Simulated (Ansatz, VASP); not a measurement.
# One calculation of SnO2 (Cassiterite), two programs

File INCAR:

```
PREC = Accurate
ENCUT = 980
EDIFF = 1E-7
ISMEAR = -1
SIGMA = 0.05
LREAL = F
LASPH = T
NELM = 80
ALGO = Normal
ISIF = 3
LWAVE = F
LCHARG = F
GGA = PE
IBRION = 2
NSW = 60
EDIFFG = -0.01
```

The input KPOINTS:

```
regular mesh
0
Gamma
  6 6 8
```

The input POSCAR:

```
SnO2
1.0
    4.7380000000      0.0000000000      0.0000000000
    0.0000000000      4.7380000000      0.0000000000
    0.0000000000      0.0000000000      3.1865000000
Sn O
2 4
Direct
    0.5000000000      0.5000000000      0.5000000000
    0.0000000000      0.0000000000      0.0000000000
    0.8071000000      0.1929000000      0.5000000000
    0.6929000000      0.6929000000      0.0000000000
    0.1929000000      0.8071000000      0.5000000000
    0.3071000000      0.3071000000      0.0000000000
```

File input.yaml:

```yaml
crystal:
  lattice:
    - [4.738, 0.0, 0.0]
    - [0.0, 4.738, 0.0]
    - [0.0, 0.0, 3.1865]
  atoms:
    - { symbol: Sn, position: [0.5, 0.5, 0.5] }
    - { symbol: Sn, position: [0.0, 0.0, 0.0] }
    - { symbol: O, position: [0.8071, 0.1929, 0.5] }
    - { symbol: O, position: [0.6929, 0.6929, 0.0] }
    - { symbol: O, position: [0.1929, 0.8071, 0.5] }
    - { symbol: O, position: [0.3071, 0.3071, 0.0] }
hamiltonian:
  xc: pbe
  pseudopotentials: { kind: paw }
kpoints:
  mp_grid: { grid: [6, 6, 8] }
scf:
  occupations: { method: fermi_dirac, width: 0.05 }
output:
  forces: true
  stress: true
  write_density: true
  write_potential: true
  elf: true
  volumetric_format: npy
relax:
  f_tol: 0.01
  max_steps: 40
  cell: { stress_tol: 0.05 }
```

Alike in both runs: task relaxation of cell and atoms; functional PBE; k mesh 6 × 6 × 8; occupations fermi-dirac, width 0.05 eV; no spin polarisation.

|  | VASP | Ansatz |
| --- | --- | --- |
| version | VASP 6.6.1 | Ansatz 0.2.0 |
| potentials or method | VASP PAW PBE potentials, release 64 (Sn_d, O_h) | Ansatz PAW |
| plane-wave cutoff (eV) | 980 | 420 |
| valence electrons in the cell | 52 | 52 |

Ansatz gave:

- gap on the k mesh at the Fermi level, each at its own relaxed structure (eV): 0.68
- relaxed volume (Å³/atom): 12.58
- relaxed cell length with the largest relative difference (Å): 4.827
- energy change over the relaxation (meV/atom): -22

Task: Estimate VASP's values.

Result: gap on the k mesh at the Fermi level, each at its own relaxed structure (eV): 0.64; relaxed volume (Å³/atom): 12.62; relaxed cell length with the largest relative difference (Å): 4.833; energy change over the relaxation (meV/atom): -24.

Caveats: spin-orbit coupling is left out, which moves the levels of the heavy elements; the plane-wave basis is chosen anew once the cell has moved, so the energies of steps on either side of that aren't comparable (Ansatz); the pressure holds a Pulay correction of +0.8 GPa for the finite cutoff (Ansatz). Zero-point motion and thermal expansion aren't in these numbers. PBE usually gives volumes a little too large and moduli too small.
